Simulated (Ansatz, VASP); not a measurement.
## One calculation of Rh, two programs

```
Rh
1.0
     0.00000    1.96498    1.81898
     1.96498    0.00000    1.81898
     1.96498    1.96498    0.00000
Rh
1
Cartesian
  0.0000 0.0000 0.0000
```

Alike in both runs: task single point; functional PBE; k mesh 22 × 22 × 22; occupations gaussian, width 0.15 eV; no spin polarisation.

|  | VASP | Ansatz |
| --- | --- | --- |
| version | VASP 6.6.1 | Ansatz 0.2.0 |
| potentials or method | VASP PAW PBE potentials, release 64 (Rh_pv) | scalar-relativistic, plane waves, PAW |
| plane-wave cutoff (eV) | 520 | 420 |
| valence electrons in the cell | 15 | 17 |

```tsv
	VASP	Ansatz	Ansatz less VASP
gap on the k mesh at the Fermi level (eV)	none	none	-
pressure (GPa)	0.8	0.9	+0.07
largest component of the traceless stress (GPa)	10.72	10.75	+0.035
```

A gap of «none» marks a metal or a gap that the smearing closes. The two sets of potentials don't hold the same shells in valence.
